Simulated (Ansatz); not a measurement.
# InP (F-43m) in Ansatz: a series of runs

The runs below take InP through single point, equation of state, with HISS.

Everything below comes from runs of Ansatz 0.2.0. Logs are shortened: lines on timing, memory, paths and dates and some standing lists are left out, and cuts for length are marked.

## Step 1: Starting point

It takes space group F-43m (No. 216, cubic). Conventional cell: a = 5.861 Å, b = 5.861 Å, c = 5.861 Å, α = 90.00°, β = 90.00°, γ = 90.00°. In (site symmetry -43m) is surrounded by 4 P at 2.54 Å. Around P (site symmetry -43m) lie 4 In at 2.54 Å.

## Step 2: Single point, HISS, 23.66 Å³/atom (volume scaled by 0.94)

input.yaml

```yaml
crystal:
  lattice:
    - [0.0, 2.8706770916, 2.8706770916]
    - [2.8706770916, 0.0, 2.8706770916]
    - [2.8706770916, 2.8706770916, 0.0]
  atoms:
    - { symbol: In, position: [0.0, 0.0, 0.0] }
    - { symbol: P, position: [0.75, 0.75, 0.75] }
hamiltonian:
  xc: hiss
  pseudopotentials: { kind: paw }
kpoints:
  mp_grid: { grid: [4, 4, 4] }
scf:
  occupations: { method: fermi_dirac, width: 0.05 }
  exx: { singularity: none }
output:
  forces: true
  stress: true
  eigenvalues: true
```

Potentials or basis: Ansatz PAW.

The run is started by

```console
> ansatz run input.yaml --threads 2 --pin off --max-ram 5632MiB --backend cpu --events-out ev --progress --plain --runs-dir out
```

Standard output:

```text
Warning: output.stress: scf.convergence.dr2_threshold = 1e-7 eV (the SCF's general default) is looser than the 2e-10 eV advised for a printed stress (1e-10 eV for each atom of the cell: 2). What an SCF threshold leaves in a stress goes as its square root, and in the free energy as the threshold itself, and one threshold admits the most on a small cell: of the crystals measured, under no hybrid functional and no lock of the moments, on runs that ended without the residual-converged pass, on stresses that held no estimate of that error, the worst erred by over 100 MPa in a component at 1e-7 eV an atom and by under 5 at 1e-10. Set scf.convergence.dr2_threshold to 2e-10 eV or tighter. The threshold is an SCF's pass mark: one that does not reach it within its budget of iterations ends unconverged, or closes short of it on a stop that the run arms, and scf.convergence.dr2_threshold's page says what that costs each kind of run
Warning: output.stress: scf.exx.energy_threshold = 1e-6 eV is looser than the 2e-8 eV advised for a stress under a hybrid functional (1e-8 eV for each atom of the cell: 2). Every SCF of the exchange loop can meet its threshold on dr2 while the loop round them stops early: no threshold on dr2 bounds what that leaves in the stress. Set scf.exx.energy_threshold to 2e-8 eV or tighter. The threshold is the loop's pass mark: a loop that does not reach it within its budget of cycles ends unconverged, and scf.exx.energy_threshold's page has the law
Warning: RAYON_NUM_THREADS=2 ignored (pool sized by the plan → 2); use --threads N
Engine: ansatz 0.2.0, x86_64-unknown-linux-gnu
Pseudopotentials: kind: paw
Pseudopotential: In, paw, valence charge 13, recommended cutoff 420 eV (normal), In.paw.azcp
Pseudopotential: P, paw, valence charge 5, recommended cutoff 420 eV (normal), P.paw.azcp
Functional definition: HISS
  parameter a = 0.6
  parameter omega_sr = 0.84/bohr
  parameter omega_lr = 0.20/bohr
  exchange = wpbe_x - a*(pbe_x_sr(omega_lr) - pbe_x_sr(omega_sr)) + a*(exact_x_sr(omega_lr) - exact_x_sr(omega_sr))
  correlation = pbe_c
Crystal: 2 atoms, lattice volume = 47.313 Å³
Basis set: ecut = 420 eV, 941 PW (Γ), exchange–correlation on 60×60×60 points (8 copies of the dense FFT grid, shifted against one another)
Bands: 13, of which v1, the nominal top of the filled ones, is band 9 counted from 1 (8 counted from 0)
Symmetry: 24 space group operations
Space group: F-43m (ITA 216), of the structure as read, at distance tolerance 3.6e-5 Å
k-points: 8 of 64 (time reversal used)
Non-local potential: In, projectors of the file, l = 0: 2, l = 1: 2, l = 2: 2, l = 3: 2
Non-local potential: P, projectors of the file, l = 0: 2, l = 1: 2, l = 2: 2
PAW form: soft (Blöchl's): semilocal exchange-correlation on the pseudo side does not see the compensation charge
PAW frozen core: In, regenerated for the run's functional, and the local potential with it (the file was generated under x = pbe(κ = 0.804, μ = 0.2195149727645171), c = pbe(β = 0.06672455060314922))
PAW frozen core: P, regenerated for the run's functional, and the local potential with it (the file was generated under x = pbe(κ = 0.804, μ = 0.2195149727645171), c = pbe(β = 0.06672455060314922))
PAW one-centre angular grid: In, 590 points (default); XC on 64 Gauss nodes
PAW one-centre angular grid: P, 110 points (default); XC on 64 Gauss nodes
Initial density: superposition of atomic densities (neutral atoms: chi_scale 0, normalization atom), corrected by the library's trained network
Initial wavefunctions: pseudopotential atomic-orbital guess
Functional: x = wpbeh, c = pbe(β = 0.06672455060314922), warm-up for x = wpbeh + 0.6 (exact − pbe) at middle range (ω = 1.5873699446856468 to 0.37794522492515403 Å⁻¹), c = pbe(β = 0.06672455060314922)
SCF iter   1: F=—  HF=-6351.467734 eV  |F-HF|=—  |Δ(HF+E_count)|=         —  Δρ=1.81e-3  dr2=1.41e-3  ethr=1.77e-3  ⟨swp⟩=7.8  Hψ=490  notcnv=0
preconditioner: auto → none  [insulator: Δε(μ)=0.989 eV  Ē_g=15.008 eV  σ=0.050 eV  W_gap=1.00  n_scr=14 (ndim 8)  ℏωp=22.9 eV  f_vac=0.012  D(μ)=0.00/eV (n_scr^D=0)]
iter 2 solved again at ethr=3.98e-7 eV; its pass at ethr=7.85e-6 eV (dr2=7.17e-5 eV) is discarded
SCF iter   2: F=-6351.467438 eV  HF=-6351.467452 eV  |F-HF|=1.38e-5  |Δ(HF+E_count)|=   2.82e-4  Δρ=3.72e-4  dr2=7.43e-5  ethr=3.98e-7  ⟨swp⟩=2.9  Hψ=509  notcnv=0
SCF 1 stopped early in 2 iterations: F = -6351.467438 eV  dr2 = 7.43e-5
Initial density: handed on by an earlier stage of this run
Initial wavefunctions: those handed on with the density
Functional: x = wpbeh + 0.6 (exact − pbe) at middle range (ω = 1.5873699446856468 to 0.37794522492515403 Å⁻¹), c = pbe(β = 0.06672455060314922)
Exchange kernel: α = 0.0000 at short range, 0.6000 at middle range (ω = 1.5874, 0.3779 Å⁻¹), several ranges, finite q→0 limit: no correction, no radius, q-mesh 4×4×4, nearest image of the exchange supercell L = 16.24 Å, pair-density grid 18×18×18, without the augmentation charges, whose exchange is taken in its separable form by FFT convolution over the k-point mesh (sized by the pseudopotential files, 24×24×24 at the most), smooth part of the exact exchange by density-matrix convolution
Frozen-core exchange: fock
SCF iter   1: F=—  HF=-6354.973446 eV  |F-HF|=—  |Δ(HF+E_count)|=         —  Δρ=6.98e-3  dr2=1.33e-2  ethr=4.13e-6  ⟨swp⟩=6.8  Hψ=548  notcnv=0
preconditioner: auto → none  [insulator: Δε(μ)=2.197 eV  Ē_g=17.938 eV  σ=0.050 eV  W_gap=1.00  n_scr=14 (ndim 8)  ℏωp=22.9 eV  f_vac=0.010  D(μ)=0.00/eV (n_scr^D=0)]
SCF iter   2: F=—  HF=-6354.970116 eV  |F-HF|=—  |Δ(HF+E_count)|=   3.33e-3  Δρ=2.42e-3  dr2=3.62e-3  ethr=4.13e-6  ⟨swp⟩=4.0  Hψ=290  notcnv=0
SCF iter   3: F=—  HF=-6354.983781 eV  |F-HF|=—  |Δ(HF+E_count)|=   1.37e-2  Δρ=1.66e-3  dr2=8.90e-4  ethr=4.13e-6  ⟨swp⟩=4.4  Hψ=350  notcnv=0
SCF iter   4: F=—  HF=-6354.983547 eV  |F-HF|=—  |Δ(HF+E_count)|=   2.35e-4  Δρ=2.01e-4  dr2=5.99e-5  ethr=4.13e-6  ⟨swp⟩=2.2  Hψ=183  notcnv=0
SCF iter   5: F=-6354.983839 eV  HF=-6354.983842 eV  |F-HF|=3.90e-6  |Δ(HF+E_count)|=   2.96e-4  Δρ=1.84e-4  dr2=1.20e-5  ethr=8.28e-8  ⟨swp⟩=4.6  Hψ=294  notcnv=0
SCF 2 stopped early in 5 iterations: F = -6354.983839 eV  dr2 = 1.20e-5
hybrid outer 1: dexx = +1.642e-2 eV, tail = 5.13e-5 eV
Exchange kernel: α = 0.0000 at short range, 0.6000 at middle range (ω = 1.5874, 0.3779 Å⁻¹), several ranges, finite q→0 limit: no correction, no radius, q-mesh 4×4×4, nearest image of the exchange supercell L = 16.24 Å, pair-density grid 18×18×18, without the augmentation charges, whose exchange is taken in its separable form by FFT convolution over the k-point mesh (sized by the pseudopotential files, 24×24×24 at the most), smooth part of the exact exchange by density-matrix convolution
Frozen-core exchange: fock
SCF iter   1: F=—  HF=-6354.983750 eV  |F-HF|=—  |Δ(HF+E_count)|=         —  Δρ=5.31e-5  dr2=1.07e-6  ethr=1.43e-6  ⟨swp⟩=4.4  Hψ=257  notcnv=0
preconditioner: auto → none  [insulator: Δε(μ)=2.312 eV  Ē_g=17.919 eV  σ=0.050 eV  W_gap=1.00  n_scr=14 (ndim 8)  ℏωp=22.9 eV  f_vac=0.013  D(μ)=0.00/eV (n_scr^D=0)]
SCF iter   2: F=—  HF=-6354.983752 eV  |F-HF|=—  |Δ(HF+E_count)|=   1.83e-6  Δρ=3.56e-5  dr2=4.74e-7  ethr=4.83e-9  ⟨swp⟩=4.2  Hψ=309  notcnv=0
SCF iter   3: F=—  HF=-6354.983751 eV  |F-HF|=—  |Δ(HF+E_count)|=   1.30e-7  Δρ=1.62e-5  dr2=7.46e-8  ethr=2.25e-9  ⟨swp⟩=2.8  Hψ=187  notcnv=0
SCF iter   4: F=—  HF=-6354.983752 eV  |F-HF|=—  |Δ(HF+E_count)|=   6.58e-8  Δρ=5.72e-6  dr2=1.66e-8  ethr=3.38e-10  ⟨swp⟩=3.4  Hψ=248  notcnv=0  defer=1
SCF iter   5: F=-6354.983752 eV  HF=-6354.983752 eV  |F-HF|=2.65e-10  |Δ(HF+E_count)|=   4.92e-9  Δρ=1.14e-6  dr2=7.84e-10  ethr=7.70e-11  ⟨swp⟩=3.1  Hψ=230  notcnv=0
SCF 3 converged in 5 iterations: F = -6354.983752 eV  dr2 = 7.84e-10
  Residual-converged pass: ⟨swp⟩=3.0  Hψ=244  notcnv=0  max |occ|·‖R‖ = 1.7e-6 eV (tolerance 2.4e-6 eV)  dr2=7.25e-10  dr2_onsite=2.23e-11  max |Δocc| = 9.9e-19
hybrid outer 2: dexx = +1.321e-6 eV, tail = 1.45e-8 eV, Δε = 2.11e-3 eV (about 5.85e-5 eV left of the loop's levels)
hybrid SCF converged: 2 outer / 10 inner (+2 warm-up), last move |dexx| = 1.32e-6 eV, tail = 1.45e-8 eV
Stability not checked: this state was not tested for a lower state beside it, because the functional holds exact exchange (a hybrid, or Hartree-Fock), whose exchange loop this test does not read (fock_operator; see scf.lower_state_search)
Free energy (F): -6354.983752 eV
Frozen-core exchange: fock
Harris-Foulkes:  -6354.983752 eV  (|F-HF|=2.65e-10)
Internal energy: -6354.983752 eV  (E = F + TS)
E sigma→0 (E₀):  -6354.983752 eV
Fermi energy:    8.352906 eV
--- Per-component energies (eV) ---
  E_band       = -82.133123
  E_kinetic    = 316.750608
  E_local      = -1363.270529  (includes V_loc(G=0)·N_el)
  E_nonlocal   = 400.262585
  E_hartree    = 541.103797
  E_xc         = -212.901529
  E_vxc        = -122.641568  (∫ρ·V_xc dr)
  E_exx        = -50.087951  (= α·E_x^exact, valence–valence)
  E_paw        = -4742.897864  (= ΣΔE_a)
  E_vpaw       = -295.266149  (= ΣTr[D̂ρ^β])
  E_aug_tail   = 0.000030  (compensation charges beyond the density's cutoff)
  E_ewald      = -1246.146996
  E_core_change = 2.204095  (= ΣΔE_core)
  E_smearing   = -0.000000  (= −TS)
  E_closure    = 0.000002  (closes the sum)
  Σ components = -6354.983752   (vs F -6354.983752, Δ=0.00e0)
--- Forces (eV/Å), atoms counted from 1 ---
  atom   1  In    -0.00000000     0.00000000     0.00000000
  atom   2  P      0.00000000    -0.00000000     0.00000000
  max |Σ_I F_I| component: 9.25e-17 eV/Å
--- Stress (GPa, compression-positive) ---
        5.799125       0.000000      -0.000000
       -0.000000       5.799125       0.000000
       -0.000000       0.000000       5.799125
  P = ⅓ Tr σ = 5.7991 GPa (57.991 kbar)
--- Band table (eV; the first three rows and the last of 8) ---
  k-point 0: bands = ["-9.6251", "-9.6251", "-9.6251", "-9.4071", "-9.4071", "-6.9597", "7.1713", "7.1713", "7.1713", "9.4840", "12.4514", "12.4514", "12.4514"]
  k-point 1: bands = ["-9.7195", "-9.5926", "-9.5926", "-9.4038", "-9.4038", "-6.0584", "3.2383", "6.4810", "6.4810", "10.3445", "13.2707", "13.2707", "14.0088"]
  k-point 2: bands = ["-9.8002", "-9.5699", "-9.5699", "-9.3900", "-9.3900", "-4.6497", "0.2807", "5.9588", "5.9588", "9.9726", "13.2030", "13.2030", "15.6693"]
  k-point 7: bands = ["-9.8433", "-9.5369", "-9.4927", "-9.4349", "-9.3887", "-3.6809", "0.5728", "3.5270", "3.5916", "12.5037", "13.3263", "14.2716", "14.5390"]
```

It took 9.8 s on 2 threads of Intel Xeon Platinum 8488C (Sapphire Rapids), shared host; peak memory 0.91 GiB.

What came out:

* Free energy: -6354.9838 eV
* Pressure: 5.8 GPa
* Band gap on the k mesh: 2.31 eV, direct

Caveat: the k mesh is coarse (spacing up to 0.47 Å⁻¹), so the values aren't converged, least of all with exact exchange; spin-orbit coupling is left out, which moves the levels of the heavy elements; the PAW data sets come from PBE, with cores solved anew for the run's functional, which leaves a small shift of forces and pressure; the thresholds are loose for stress.

## Step 3: Single point, HISS, 24.16 Å³/atom (volume scaled by 0.96)

Edit input.yaml of step 2 so:

```diff
@@ -2,5 +2,5 @@
   lattice:
-    - [0.0, 2.8706770916, 2.8706770916]
-    - [2.8706770916, 0.0, 2.8706770916]
-    - [2.8706770916, 2.8706770916, 0.0]
+    - [0.0, 2.8908937935, 2.8908937935]
+    - [2.8908937935, 0.0, 2.8908937935]
+    - [2.8908937935, 2.8908937935, 0.0]
   atoms:
@@ -20 +20,5 @@
   eigenvalues: true
+  write_density: true
+  write_potential: true
+  elf: true
+  volumetric_format: npy
```

Potentials or basis: Ansatz PAW.

The run is started by

```console
> ansatz run input.yaml --threads 2 --pin off --max-ram 5632MiB --backend cpu --events-out ev --progress --plain --runs-dir out
```

It took 9.8 s on 2 threads of Intel Xeon Platinum 8488C (Sapphire Rapids), shared host; peak memory 0.88 GiB.

It converged, with:

- Free energy: -6355.0138 eV
- Pressure: 3.8 GPa
- Band gap on the k mesh: 2.18 eV, direct

Caveat: the k mesh is coarse (spacing up to 0.47 Å⁻¹), so the values aren't converged, least of all with exact exchange; spin-orbit coupling is left out, which moves the levels of the heavy elements; the PAW data sets come from PBE, with cores solved anew for the run's functional, which leaves a small shift of forces and pressure; the thresholds are loose for stress.

## Step 4: Single point, HISS, 24.66 Å³/atom (volume scaled by 0.98)

Edit input.yaml of step 3 so:

```diff
@@ -2,5 +2,5 @@
   lattice:
-    - [0.0, 2.8908937935, 2.8908937935]
-    - [2.8908937935, 0.0, 2.8908937935]
-    - [2.8908937935, 2.8908937935, 0.0]
+    - [0.0, 2.9108316221, 2.9108316221]
+    - [2.9108316221, 0.0, 2.9108316221]
+    - [2.9108316221, 2.9108316221, 0.0]
   atoms:
```

The run is started by

```console
> ansatz run input.yaml --threads 2 --pin off --max-ram 5632MiB --backend cpu --events-out ev --progress --plain --runs-dir out
```

Wall time 9.9 s (2 threads of Intel Xeon Platinum 8488C (Sapphire Rapids), shared host); peak memory 0.91 GiB.

Results (log left out):

```yaml
Free_energy: -6355.0316 eV
Pressure: 1.9 GPa
Band_gap_on_the_k_mesh: 2.05 eV, direct
```

Caveat: the k mesh is coarse (spacing up to 0.47 Å⁻¹), so the values aren't converged, least of all with exact exchange; spin-orbit coupling is left out, which moves the levels of the heavy elements; the PAW data sets come from PBE, with cores solved anew for the run's functional, which leaves a small shift of forces and pressure; the thresholds are loose for stress.

## Step 5: Single point, HISS, 25.17 Å³/atom

input.yaml

```yaml
crystal:
  lattice:
    - [0.0, 2.9305, 2.9305]
    - [2.9305, 0.0, 2.9305]
    - [2.9305, 2.9305, 0.0]
  atoms:
    - { symbol: In, position: [0.0, 0.0, 0.0] }
    - { symbol: P, position: [0.75, 0.75, 0.75] }
hamiltonian:
  xc: hiss
  pseudopotentials: { kind: paw }
kpoints:
  mp_grid: { grid: [4, 4, 4] }
scf:
  occupations: { method: fermi_dirac, width: 0.05 }
  exx: { singularity: none }
output:
  forces: true
  stress: true
  eigenvalues: true
```

The run is started by

```console
> ansatz run input.yaml --threads 2 --pin off --max-ram 5632MiB --backend cpu --events-out ev --progress --plain --runs-dir out
```

It took 10 s on 2 threads of Intel Xeon Platinum 8488C (Sapphire Rapids), shared host; peak memory 0.92 GiB.

The run converged. Its results:

| Quantity | Value |
| --- | --- |
| Free energy | -6355.0384 eV |
| Pressure | 0.3 GPa |
| Band gap on the k mesh | 1.92 eV, direct |

Caveat: the k mesh is coarse (spacing up to 0.46 Å⁻¹), so the values aren't converged, least of all with exact exchange; spin-orbit coupling is left out, which moves the levels of the heavy elements; the PAW data sets come from PBE, with cores solved anew for the run's functional, which leaves a small shift of forces and pressure; the thresholds are loose for stress.

## Step 6: Single point, HISS, 25.67 Å³/atom (volume scaled by 1.02)

Edit input.yaml of step 5 so:

```diff
@@ -2,5 +2,5 @@
   lattice:
-    - [0.0, 2.9305, 2.9305]
-    - [2.9305, 0.0, 2.9305]
-    - [2.9305, 2.9305, 0.0]
+    - [0.0, 2.9499078504, 2.9499078504]
+    - [2.9499078504, 0.0, 2.9499078504]
+    - [2.9499078504, 2.9499078504, 0.0]
   atoms:
@@ -20 +20,5 @@
   eigenvalues: true
+  write_density: true
+  write_potential: true
+  elf: true
+  volumetric_format: npy
```

Potentials or basis: Ansatz PAW.

The run is started by

```console
> ansatz run input.yaml --threads 2 --pin off --max-ram 5632MiB --backend cpu --events-out ev --progress --plain --runs-dir out
```

Run time: 10 s. Hardware: 2 threads of Intel Xeon Platinum 8488C (Sapphire Rapids), shared host; peak memory 0.92 GiB.

The run converged. Its results:

| Property | Result |
| --- | --- |
| Free energy | -6355.0355 eV |
| Pressure | -1.2 GPa |
| Band gap on the k mesh | 1.79 eV, direct |

Caveat: the k mesh is coarse (spacing up to 0.46 Å⁻¹), so the values aren't converged, least of all with exact exchange; spin-orbit coupling is left out, which moves the levels of the heavy elements; the PAW data sets come from PBE, with cores solved anew for the run's functional, which leaves a small shift of forces and pressure; the thresholds are loose for stress.

## Step 7: Single point, HISS, 26.17 Å³/atom (volume scaled by 1.04)

input.yaml

```yaml
crystal:
  lattice:
    - [0.0, 2.9690636329, 2.9690636329]
    - [2.9690636329, 0.0, 2.9690636329]
    - [2.9690636329, 2.9690636329, 0.0]
  atoms:
    - { symbol: In, position: [0.0, 0.0, 0.0] }
    - { symbol: P, position: [0.75, 0.75, 0.75] }
hamiltonian:
  xc: hiss
  pseudopotentials: { kind: paw }
kpoints:
  mp_grid: { grid: [4, 4, 4] }
scf:
  occupations: { method: fermi_dirac, width: 0.05 }
  exx: { singularity: none }
output:
  forces: true
  stress: true
  eigenvalues: true
```

The run is started by

```console
> ansatz run input.yaml --threads 2 --pin off --max-ram 5632MiB --backend cpu --events-out ev --progress --plain --runs-dir out
```

It took 10 s on 2 threads of Intel Xeon Platinum 8488C (Sapphire Rapids), shared host; peak memory 0.92 GiB.

Results (log left out):

```yaml
Free_energy: -6355.0238 eV
Pressure: -2.5 GPa
Band_gap_on_the_k_mesh: 1.66 eV, direct
```

Caveat: the k mesh is coarse (spacing up to 0.46 Å⁻¹), so the values aren't converged, least of all with exact exchange; spin-orbit coupling is left out, which moves the levels of the heavy elements; the PAW data sets come from PBE, with cores solved anew for the run's functional, which leaves a small shift of forces and pressure; the thresholds are loose for stress.

## Step 8: Single point, HISS, 26.68 Å³/atom (volume scaled by 1.06)

Edit input.yaml of step 7 so:

```diff
@@ -2,5 +2,5 @@
   lattice:
-    - [0.0, 2.9690636329, 2.9690636329]
-    - [2.9690636329, 0.0, 2.9690636329]
-    - [2.9690636329, 2.9690636329, 0.0]
+    - [0.0, 2.9879753761, 2.9879753761]
+    - [2.9879753761, 0.0, 2.9879753761]
+    - [2.9879753761, 2.9879753761, 0.0]
   atoms:
```

The run is started by

```console
> ansatz run input.yaml --threads 2 --pin off --max-ram 5632MiB --backend cpu --events-out ev --progress --plain --runs-dir out
```

Wall time 10 s (2 threads of Intel Xeon Platinum 8488C (Sapphire Rapids), shared host); peak memory 0.92 GiB.

The run converged. Its results:

```
Free energy            : -6355.0042 eV
Pressure               : -3.7 GPa
Band gap on the k mesh : 1.53 eV, direct
```

Caveat: the k mesh is coarse (spacing up to 0.46 Å⁻¹), so the values aren't converged, least of all with exact exchange; spin-orbit coupling is left out, which moves the levels of the heavy elements; the PAW data sets come from PBE, with cores solved anew for the run's functional, which leaves a small shift of forces and pressure; the thresholds are loose for stress.

## Step 9: Equation of state, HISS

Potentials or basis: Ansatz PAW.

This step only gathers the single runs of the series.

Results:

```yaml
Equilibrium_volume: 25.26 Å³/atom
Bulk_modulus: 77 GPa
Pressure_derivative_of_the_bulk_modulus: 4.6
```

Energy against volume, from the lowest point:
| volume (Å³/atom) | energy (meV/atom) |
| --- | --- |
| 23.657 | 27.33 |
| 24.160 | 12.30 |
| 24.663 | 3.42 |
| 25.167 | 0.00 |
| 25.670 | 1.46 |
| 26.173 | 7.33 |
| 26.677 | 17.12 |

Caveat: the k mesh is coarse (spacing up to 0.46 Å⁻¹), so the values aren't converged, least of all with exact exchange; the PAW data sets were made with another functional, which shifts forces and pressure a little. Zero-point motion and thermal expansion aren't in these numbers.
